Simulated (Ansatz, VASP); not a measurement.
# Two plane-wave programs on Rh

```
Rh
1.0
     0.00000    1.99521    1.69593
     1.99521    0.00000    1.69593
     1.99521    1.99521    0.00000
Rh
1
Direct
  0.00000 0.00000 0.00000
```

Alike in both runs: task single point; functional PBEsol; k mesh 30 × 30 × 30; occupations gaussian, width 0.15 eV; no spin polarisation.

|  | VASP | Ansatz |
| --- | --- | --- |
| version | VASP 6.6.1 | Ansatz 0.2.0 |
| potentials or method | VASP PAW PBE potentials, release 64 (Rh_pv) | scalar-relativistic, plane waves, PAW |
| plane-wave cutoff (eV) | 520 | 420 |
| valence electrons in the cell | 15 | 17 |

```csv
,VASP,Ansatz,Ansatz less VASP
gap on the k mesh at the Fermi level (eV),none,none,-
pressure (GPa),3.4,3.5,+0.09
largest component of the traceless stress (GPa),20.21,20.24,+0.034
```

A gap of «none» marks a metal or a gap that the smearing closes. The two sets of potentials don't hold the same shells in valence.

Caveats: the PAW data sets were made with another functional, which shifts forces and pressure a little (VASP).
